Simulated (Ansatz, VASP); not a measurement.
# Two plane-wave programs on Be

Contents of INCAR:

```
  PREC = Accurate
  ENCUT = 520
  EDIFF = 1E-6
  ISMEAR = -1
  SIGMA = 0.1
  LREAL = F
  LASPH = T
  NELM = 100
  ALGO = Normal
  ISIF = 2
  LWAVE = F
  LCHARG = F
  NBANDS = 9
```

File KPOINTS:

```
regular mesh
0
Gamma
  16 16 9
```

Contents of POSCAR:

```
Be
1.0
    2.2295160349      0.0000000000      0.0000000000
   -1.1147580175      1.9308175243      0.0000000000
    0.0000000000      0.0000000000      3.5083258361
Be
2
Direct
    0.3333333333      0.6666666667      0.2500000000
    0.6666666667      0.3333333333      0.7500000000
```

Input for Ansatz:

```yaml
crystal:
  lattice:
    - [2.2295160349, 0.0, 0.0]
    - [-1.1147580175, 1.9308175243, 0.0]
    - [0.0, 0.0, 3.5083258361]
  atoms:
    - { symbol: Be, position: [0.3333333333, 0.6666666667, 0.25] }
    - { symbol: Be, position: [0.6666666667, 0.3333333333, 0.75] }
hamiltonian:
  xc: lda
  pseudopotentials:
    kind: paw
    azcp:
      Be: "pseudopotentials/Be.paw.azcp"
basis:
  ecutwfc: 420
  fft_grid_basis: typed
kpoints:
  mp_grid: { grid: [16, 16, 9], shift: [0, 0, 0] }
magnetization:
  spin_polarized: false
scf:
  occupations: { method: fermi_dirac, width: 0.1 }
  lower_state_search: "off"
output:
  stress: true
```

Alike in both runs: task single point; functional LDA; k mesh 16 × 16 × 9; occupations fermi-dirac, width 0.1 eV; no spin polarisation.

|  | VASP | Ansatz |
| --- | --- | --- |
| version | VASP 6.6.1 | Ansatz 0.2.0 |
| potentials or method | VASP PAW LDA potentials, release 64 (Be) | plane waves (420 eV) with PAW, scalar-relativistic |
| plane-wave cutoff (eV) | 520 | 420 |
| valence electrons in the cell | 4 | 4 |

|  | VASP | Ansatz | Ansatz less VASP |
| --- | --- | --- | --- |
| pressure (GPa) | 0.4 | 0.0 | -0.45 |

Ansatz warned: «pseudo_functional_mismatch».
